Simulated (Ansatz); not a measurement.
CuO (Tenorite):

```
CELL_PARAMETERS angstrom
2.34185 -1.71130 0.00000
2.34185 1.71130 0.00000
-0.85003 0.00000 5.05787
ATOMIC_POSITIONS crystal
Cu 0.50000 0.00000 0.50000
Cu 0.00000 0.50000 0.00000
O 0.41840 0.58160 0.75000
O 0.58160 0.41840 0.25000
```

| Property | Result |
| --- | --- |
| Program | Ansatz 0.2.0 |
| Task | relaxation of cell and atoms |
| Functional | PBE |
| Potentials or basis | Ansatz PAW |
| Cutoff | 420 eV (not typed: the program's choice for these potentials) |
| k mesh | 10 × 10 × 5 |
| Occupations | fermi-dirac, width 0.05 eV |
| Spin | no spin polarisation |

At the start: volume 10.13 Å³/atom.

How do energy, volume and symmetry change on relaxing?

It ends after 20 steps and the volume is 11.20 Å³/atom (+10.5 %); space group P4_2/mmc (No. 131, to 0.05 Å).

Step by step:
```
step  energy change (eV)  largest force (eV/Å)  volume (Å³)
   1              0.0000                0.2627        40.54
   2             -0.0532                0.2513        41.89
   3             -0.0975                0.0933        43.50
   4             -0.1132                0.0508        43.65
   5             -0.1183                0.0014        43.59
   6             -0.1183                0.0075        43.68
   7             -0.1187                0.0008        43.63
   8             -0.1666                0.0025        43.63
   9             -0.1858                0.0050        44.25
  10             -0.1922                0.0015        44.64
  11             -0.1928                0.0005        44.58
  12             -0.1927                0.0005        44.59
  13             -0.2061                0.0022        44.59
  14             -0.2096                0.0005        44.73
  15             -0.2099                0.0009        44.78
  16             -0.2121                0.0007        44.78
  17             -0.2125                0.0005        44.80
  18             -0.2126                0.0004        44.80
  19             -0.2127                0.0002        44.80
  20             -0.2127                0.0002        44.80
```

Final structure:
```
CELL_PARAMETERS angstrom
2.08215 -2.08328 0.16379
2.08215 2.08328 0.16379
-0.40202 0.00000 5.13287
ATOMIC_POSITIONS crystal
Cu 0.50000 0.00000 0.50000
Cu 0.00000 0.50000 0.00000
O 0.50008 0.49992 0.75000
O 0.49992 0.50008 0.25000
```

Caveat: the plane-wave basis is chosen anew once the cell has moved, so the energies of steps on either side of that aren't comparable; the pressure holds a Pulay correction of +0.6 GPa for the finite cutoff; the volume moved by +11 % from the deposited cell, more than functionals usually miss; the run has no spin polarisation, though such a crystal can be magnetic.
